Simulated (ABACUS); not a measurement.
# MgO (Fm-3m) in ABACUS: single point with PBE

Aim: the single point of MgO with PBE.

Program: ABACUS 3.10.1. These are calculated values, not measurements. Logs are shortened: lines on timing, memory, paths and dates and some standing lists are left out, and cuts for length are marked.

**What was measured.**

From “Electronic structure of alkaline earth and post-transition metal oxides”, 2009, arxiv:0908.1581, for a bulk crystal of MgO: band gap 7.83 eV.

The runs below are set against these values where they give the same quantity.

### Step 1. The crystal as given

The structure is cubic, space group Fm-3m (No. 225). The conventional cell has a = 4.194 Å, b = 4.194 Å, c = 4.194 Å, α = 90.00°, β = 90.00°, γ = 90.00°. Mg (site symmetry m-3m) has 6 O at 2.10 Å as nearest neighbours. O (site symmetry m-3m) is surrounded by 6 Mg at 2.10 Å.

The cell is a database's computed one.

### Step 2. Single point, PBE

File INPUT:

```
INPUT_PARAMETERS
suffix              MgO
calculation         scf
basis_type          pw
pseudo_dir          ./
symmetry            1
dft_functional      pbe
ecutwfc             40
pseudo_rcut         10
nspin               1
nbands              18
ks_solver           dav
smearing_method     fd
smearing_sigma      0.00367493
scf_thr             1e-08
scf_nmax            100
mixing_type         broyden
mixing_beta         0.7
cal_force           1
cal_stress          1
ecutrho             320
out_chg             1
kpar                4
```

File STRU:

```
ATOMIC_SPECIES
Mg 24.3050 mg_pbe_v1.4.uspp.F.UPF
O 15.9990 o_pbe_v1.2.uspp.F.UPF

LATTICE_CONSTANT
1.8897261246

LATTICE_VECTORS
0.0000000000 2.0970013927 2.0970013927
2.0970013927 0.0000000000 2.0970013927
2.0970013927 2.0970013927 0.0000000000

ATOMIC_POSITIONS
Cartesian

Mg
0.0
1
0.0000000000 0.0000000000 0.0000000000 1 1 1

O
0.0
1
2.0970013927 2.0970013927 2.0970013927 1 1 1
```

File KPT:

```
K_POINTS
0
Gamma
9 9 9 0 0 0
```

Potentials or basis: GBRV ultrasoft 1.5 PBE, plane waves.

The run is started by

```bash
$ OMP_NUM_THREADS=1 mpirun -np 4 abacus > log
```

running log:

```text
ABACUS v3.10.1

               Atomic-orbital Based Ab-initio Computation at UStc

 ------------------------------------------------------------------------------------

 READING GENERAL INFORMATION
                           global_out_dir = OUT.MgO/
                           global_in_card = INPUT
                               pseudo_dir = ./
                              orbital_dir =
                                    DSIZE = 4
                                    GSIZE = 1

 READING UNITCELL INFORMATION
                                    ntype = 2
                  lattice constant (Bohr) = 1.88973
              lattice constant (Angstrom) = 1

 READING ATOM TYPE 1
                               atom label = Mg
                      L=0, number of zeta = 1
                      L=1, number of zeta = 1
                      L=2, number of zeta = 1
             number of atom for this type = 1

 READING ATOM TYPE 2
                               atom label = O
                      L=0, number of zeta = 1
                      L=1, number of zeta = 1
                      L=2, number of zeta = 1
             number of atom for this type = 1

                        TOTAL ATOM NUMBER = 2
CARTESIAN COORDINATES ( UNIT =       1.889726124600 Bohr ).
    atom                   x                   y                   z     mag                  vx                  vy                  vz
tauc_Mg1            0.0000000000        0.0000000000        0.0000000000  0.0000        0.0000000000        0.0000000000        0.0000000000
tauc_O1            2.0970013927        2.0970013927        2.0970013927  0.0000        0.0000000000        0.0000000000        0.0000000000

                          Volume (Bohr^3) = 124.458
                             Volume (A^3) = 18.4427

 Lattice vectors: (Cartesian coordinate: in unit of a_0)
                   +0              +2.097              +2.097
               +2.097                  +0              +2.097
               +2.097              +2.097                  +0
 Reciprocal vectors: (Cartesian coordinate: in unit of 2 pi/a_0)
            -0.238436           +0.238436           +0.238436
            +0.238436           -0.238436           +0.238436
            +0.238436           +0.238436           -0.238436
 The esolver type has been set to : ksdft_pw

                PAO radial cut off (Bohr) = 10

 Read in pseudopotential file is mg_pbe_v1.4.uspp.F.UPF
                     pseudopotential type = US
          exchange-correlation functional = PBE
                 nonlocal core correction = 0
                        valence electrons = 10
                                     lmax = 2
                           number of zeta = 3
                     number of projectors = 7
                           L of projector = 0
                           L of projector = 0
[... 5 lines left out ...]
                PAO radial cut off (Bohr) = 10

 Read in pseudopotential file is o_pbe_v1.2.uspp.F.UPF
                     pseudopotential type = US
[... 178 lines left out ...]
 Mg non-local projectors:
 projector 1 L=0
 projector 2 L=0
 projector 3 L=0
 projector 4 L=1
 projector 5 L=1
 projector 6 L=2
 projector 7 L=2
 O non-local projectors:
 projector 1 L=0
 projector 2 L=0
 projector 3 L=1
 projector 4 L=1
 projector 5 L=2
      TOTAL NUMBER OF NONLOCAL PROJECTORS = 32

 Init Non-Local PseudoPotential table :
 Init Non-Local-Pseudopotential done.

                                     npwx = 540

 Make real space PAO into reciprocal space.
       max mesh points in Pseudopotential = 713
     dq(describe PAO in reciprocal space) = 0.01
                                    max q = 763

 number of pseudo atomic orbitals for Mg is 3
WARNING: norm of atomic wavefunction # 3 of atomic type Mg is 0.999933, renormalized

 number of pseudo atomic orbitals for O is 2

 -------------------------------------------
 SELF-CONSISTENT
 -------------------------------------------
                                 init_chg = atomic

 PW ALGORITHM --------------- ION=   1  ELEC=   1--------------------------------

 Density error is 0.376140883259
                          Error Threshold = 0.01
----------------------------------------------------------
     Energy           Rydberg                 eV
----------------------------------------------------------
 E_KohnSham     -157.7315817391      -2146.0482662046
 E_Harris       -159.2686916138      -2166.9617189520
 E_Fermi        0.6289421427         8.5571968533
----------------------------------------------------------
[... 63 lines left out ...]
 Density error is 7.84658146973e-09
                          Error Threshold = 2.87083598986e-10
----------------------------------------------------------
     Energy           Rydberg                 eV
----------------------------------------------------------
 E_KohnSham     -157.8721344163      -2147.9605834831
 E_KS(sigma->0) -157.8721344163      -2147.9605834831
 E_Harris       -157.8721675719      -2147.9610345888
 E_band         -21.6860175334       -295.0534053826
 E_one_elec     -86.2786491170       -1173.8812437337
 E_Hartree      48.0876751322        654.2663853714
 E_xc           -24.5063947405       -333.4266059076
 E_Ewald        -95.1747656911       -1294.9191192132
 E_entropy(-TS) 0.0000000000         0.0000000000
 E_descf        0.0000000000         0.0000000000
 E_exx          0.0000000000         0.0000000000
 E_Fermi        0.7660627271         10.4228181134
----------------------------------------------------------

 charge density convergence is achieved
 final etot is -2147.9605835 eV
 EFERMI = 10.422818113 eV

 STATE ENERGY(eV) AND OCCUPATIONS    NSPIN == 1
 1/9 kpoint (Cartesian) = 0.0000 0.0000 0.0000 (531 pws)
       1       -64.2840     0.00274348
       2       -31.0274     0.00274348
       3       -31.0274     0.00274348
       4       -31.0274     0.00274348
       5       -9.30207     0.00274348
       6        7.98145     0.00274348
[... 98 lines left out ...]
       5       -9.12130      0.0164609
       6        7.12568      0.0164609
[... 10 lines left out ...]
      17        33.2208        0.00000
      18        34.4397        0.00000

[... levels at 3 further k points ...]

------------------------------------------------------------------------------------------
 TOTAL-FORCE (eV/Angstrom)
------------------------------------------------------------------------------------------
                       Mg1         0.0000000000         0.0000000000         0.0000000000
                        O1         0.0000000000         0.0000000000         0.0000000000
------------------------------------------------------------------------------------------

----------------------------------------------------------------
 TOTAL-STRESS (KBAR)
----------------------------------------------------------------
        71.3529844988         0.0000000000         0.0000000000
         0.0000000000        71.3529844988         0.0000000000
         0.0000000000        -0.0000000000        71.3529844988
----------------------------------------------------------------
 TOTAL-PRESSURE: 71.352984 KBAR

 --------------------------------------------
 !FINAL_ETOT_IS -2147.9605834831318134 eV
 --------------------------------------------
```

stdout:

```text
ABACUS v3.10.1

               Atomic-orbital Based Ab-initio Computation at UStc

%%%%%%%%%%%%%%%%%%%%%%%%%%%%%%%%%%%%%%%%%%%%%%%%%%%%%%%%%%%%%%%%%%%%%%%%%%%%%%%%%%%%%%%%%%%%%%%%%%%%%%%%%
 Warning: the number of valence electrons in pseudopotential > 2 for Mg: [Ne] 3s2
[... 34 lines left out ...]
 TOTAL-STRESS (KBAR)
----------------------------------------------------------------
        71.3529844988         0.0000000000         0.0000000000
         0.0000000000        71.3529844988         0.0000000000
         0.0000000000        -0.0000000000        71.3529844988
----------------------------------------------------------------
 TOTAL-PRESSURE: 71.352984 KBAR
```

It took 5.6 s on 4 MPI ranks of AMD EPYC 9R14 (Zen 4), shared host; peak memory 0.48 GiB.

Results:

```
Free energy            : -2147.9606 eV
Pressure               : 7.1 GPa
Band gap on the k mesh : 4.89 eV, direct
```

Levels at points of the mesh, in eV from the valence-band top:
```
           k point  band 6  band 7  band 8  band 9  band 10  band 11
(0.00, 0.00, 0.00)    0.00    0.00    0.00    4.89    15.90    15.90
```

### Step 3. Against experiment

Step 2. Against the measured gap of MgO, 7.83 eV (quoted in “Electronic structure of alkaline earth and post-transition metal oxides”, 2009, arxiv:0908.1581), the calculated 4.89 eV is off by -2.94 eV. The value is that of PBE, without temperature or zero-point motion. Semilocal functionals fall short of measured gaps as a rule. The cell is a database's relaxed one, not the measured one, which moves gaps too.
